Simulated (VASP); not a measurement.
A VASP 6.6.1 single-point calculation on InAs

INCAR

```
NELM = 68
LASPH = .TRUE.
SIGMA = 0.02
ENCUT = 300
LREAL = Auto
IBRION = -1
PREC = Accurate
ISIF = 2
LWAVE = .FALSE.
EDIFF = 1E-7
NSW = 0
LCHARG = .FALSE.
NBANDS = 16
ISMEAR = -1
GGA = PE
```

KPOINTS

```
KPOINTS created by Atomic Simulation Environment
0
Gamma
8 8 8
0 0 0
```

POSCAR

```
In As
 1.0000000000000000
     0.0000000000000000    3.1767740920000000    2.9167708661999998
     3.1767740920000000    0.0000000000000000    2.9167708661999998
     3.1767740920000000    3.1767740920000000    0.0000000000000000
 In  As
   1   1
Cartesian
  0.0000000000000000  0.0000000000000000  0.0000000000000000
  1.5883870460000000  1.5883870460000000  1.4583854330999999
```

The recommended PBE PAW datasets give the neutral cell 18 valence electrons.

Command

```
mpirun -np 1 vasp_std
```

Problem. How does this run end, and what does it give?

Solution. It converged. Results: gap between bands v and c on the k mesh 0.26 eV; least direct gap on the k mesh 0.34 eV; pressure 0.0 GPa. Band v is the last that the valence electrons fill when counted band by band, and c is the next.

OSZICAR

```
N       E                     dE             d eps       ncg     rms          rms(c)
DAV:   1     0.939433995470E+02    0.93943E+02   -0.61634E+03  1904   0.800E+02
DAV:   2    -0.202890311611E+01   -0.95972E+02   -0.92593E+02  2120   0.233E+02
DAV:   3    -0.781589198705E+01   -0.57870E+01   -0.57690E+01  2424   0.627E+01
DAV:   4    -0.794311956405E+01   -0.12723E+00   -0.12721E+00  2432   0.103E+01
DAV:   5    -0.794805320357E+01   -0.49336E-02   -0.49336E-02  2680   0.162E+00    0.406E+00
DAV:   6    -0.770812514470E+01    0.23993E+00   -0.36572E-01  2984   0.908E+00    0.226E+00
DAV:   7    -0.768726142153E+01    0.20864E-01   -0.10142E-01  2544   0.251E+00    0.724E-01
DAV:   8    -0.768841015994E+01   -0.11487E-02   -0.11458E-02  2384   0.115E+00    0.147E-01
DAV:   9    -0.768898586409E+01   -0.57570E-03   -0.87013E-04  2440   0.258E-01    0.919E-02
DAV:  10    -0.768913369160E+01   -0.14783E-03   -0.16033E-04  2424   0.162E-01    0.506E-02
DAV:  11    -0.768918381161E+01   -0.50120E-04   -0.10433E-04  2264   0.957E-02    0.298E-02
DAV:  12    -0.768918418114E+01   -0.36952E-06   -0.45363E-06  2328   0.210E-02    0.720E-03
DAV:  13    -0.768918459826E+01   -0.41712E-06   -0.16990E-06  2368   0.698E-03    0.236E-03
DAV:  14    -0.768918465129E+01   -0.53034E-07   -0.77940E-08  2120   0.227E-03
   1 F= -.76891847E+01 E0= -.76891824E+01  d E =-.452446E-05
```

Standard output (part)

```
POSCAR found type information on POSCAR InAs
 POSCAR found :  2 types and       2 ions
|     You have a (more or less) 'small supercell' and for smaller cells       |
|     it is recommended to use the reciprocal-space projection scheme!        |
|     The real-space optimization is not efficient for small cells and it     |
|     is also less accurate ...                                               |
|     Therefore, set LREAL=.FALSE. in the INCAR file.                         |
 LDA part: xc-table for (Slater+PW92), standard interpolation
 POSCAR, INCAR and KPOINTS ok, starting setup
 WAVECAR not read
 entering main loop
```

For comparison, a separate PBE run of the intended cell, on usual settings and not on those above, gives a gap of 0.26 eV on its mesh and a pressure of 0.2 GPa.
